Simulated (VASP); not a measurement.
Wanted: the native input for a VASP 6.6.1 run.

| Quantity | Value |
| --- | --- |
| Task | single point |
| Functional | PBEsol |
| Potentials or basis | VASP PAW PBE potentials, release 64 (Ni, Al) |
| Cutoff | 520 eV |
| k mesh | 6 × 6 × 6 |
| Occupations | fermi-dirac, width 0.05 eV |
| Spin | collinear spin, ferrimagnetic start |
| Starting moments | [1.0, -0.5, 1.0, 0.0] μB |
| Further INCAR settings | ALGO = Normal; EDIFF = 1e-07; NBANDS = 28 |

The structure of AlNi3 lies in POSCAR:

```
AlNi3
1.0
    3.5230547267      0.0000000000      0.0000000000
    0.0000000000      3.5230547267      0.0000000000
    0.0000000000      0.0000000000      3.5230547267
Ni Al
3 1
Direct
    0.5000000000      0.5000000000      0.0000000000
    0.5000000000      0.0000000000      0.5000000000
    0.0000000000      0.5000000000      0.5000000000
    0.0000000000      0.0000000000      0.0000000000
```

The cell is a database's computed one.

The input as run:

INCAR

```
  PREC = Accurate
  ENCUT = 520
  EDIFF = 1E-7
  ISMEAR = -1
  SIGMA = 0.05
  LREAL = False
  LASPH = True
  NELM = 100
  ALGO = Normal
  ISIF = 2
  LWAVE = False
  LCHARG = True
  ISPIN = 2
  MAGMOM = 1 -0.5 1 0
  LORBIT = 11
  LMAXMIX = 4
  GGA = PS
  LELF = True
  LVHAR = True
  NBANDS = 28
```

KPOINTS

```
regular mesh
0
Gamma
  6 6 6
```

Potentials or basis: VASP PAW PBE potentials, release 64 (Ni, Al).

Launch:

```bash
$ cat potpaw_PBE.64/Ni/POTCAR potpaw_PBE.64/Al/POTCAR > POTCAR
$ mpirun -np 1 vasp_std > vasp.out
```

It gave:

* Pressure: -0.5 GPa
* Band gap on the k mesh: none (metal or under the smearing width)
* Net moment: 0.66 μB per cell
* Site moments: Ni +0.23; Al -0.01 μB
* Valence electrons inside the program's atomic spheres: Ni 9.46; Al 0.81

Caveat: the PAW data sets were made with another functional, which shifts forces and pressure a little.

It took 46 s on 1 thread of Intel(R) Xeon(R) 6975P-C (Granite Rapids) (shared host), peak memory 0.21 GiB.
